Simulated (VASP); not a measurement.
Sb:

```xyz
2
Lattice="2.1251 1.2269 3.7072 -2.1251 1.2269 3.7072 0.0000 -2.4538 3.7072" Properties=species:S:1:pos:R:3 pbc="T T T"
Sb    0.0000    0.0000    8.5248
Sb    0.0000    0.0000    2.5968
```

The cell isn't the ideal one: volume scaled by 0.96.

- Program: VASP 6.6.1
- Task: relaxation of the atoms
- Functional: optB88-vdW
- Potentials or basis: VASP PAW PBE potentials, release 64 (Sb)
- Cutoff: 520 eV
- k mesh: 8 × 8 × 8
- Occupations: tetrahedron
- Spin: no spin polarisation

At the start: pressure 6.2 GPa; volume 29.00 Å³/atom.

Task: Where does the relaxation end?

Result: Over 5 steps the energy falls by 8.5 meV/atom; space group R-3m (No. 166, to 0.05 Å).

The path:
| step | energy change (eV) | largest force (eV/Å) | pressure (GPa) |
| --- | --- | --- | --- |
| 1 | 0.0000 | 0.4392 | 6.20 |
| 2 | -0.0081 | 0.3073 | 5.87 |
| 3 | -0.0146 | 0.1476 | 5.47 |
| 4 | -0.0158 | 0.1343 | 4.75 |
| 5 | -0.0170 | 0.0065 | 5.07 |

Final structure:
```
Sb
1.0
     2.12509    1.22692    3.70721
    -2.12509    1.22692    3.70721
     0.00000   -2.45384    3.70721
Sb
2
Direct
  0.76651 0.76651 0.76651
  0.24044 0.24044 0.24044
```

Caveat: the PAW data sets were made with another functional, which shifts forces and pressure a little; tetrahedron occupations give inexact forces and stress in metals.
